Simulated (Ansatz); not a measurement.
The system is HfO2.

```
CELL_PARAMETERS angstrom
5.21946 0.00000 0.00000
0.00000 5.00476 0.00000
0.00000 0.00000 5.03269
ATOMIC_POSITIONS crystal
Hf 0.96699 0.73252 0.74144
Hf 0.53301 0.73252 0.24144
Hf 0.46699 0.26748 0.74144
Hf 0.03301 0.26748 0.24144
O 0.63213 0.92865 0.87927
O 0.86787 0.92865 0.37927
O 0.23395 0.53988 0.49229
O 0.26605 0.53988 0.99229
O 0.76605 0.46012 0.99229
O 0.73395 0.46012 0.49229
O 0.13213 0.07135 0.87927
O 0.36787 0.07135 0.37927
```

Measurements of this composition are mostly on another form, of space group No. 14.

Program: Ansatz 0.2.0. Alike in all runs: task band structure; potentials or basis Ansatz PAW; no spin polarisation; cell as given; k mesh 4 × 5 × 4; smearing fermi-dirac 0.05 eV.

Problem. Order these runs on this cell by their pressure, lowest first.
A. level PBEsol; cutoff (eV) 420
B. level revPBE; cutoff (eV) 420
C. level BLYP; cutoff (eV) 420
D. level r2SCAN; cutoff (eV) 500

Solution. A (1.7 GPa), D (4.0 GPa), B (13.5 GPa), C (16.5 GPa).

Caveats: the PAW data sets come from PBE, with cores solved anew for the run's functional, which leaves a small shift of forces and pressure.

Runs at the PBE level aren't shown here.
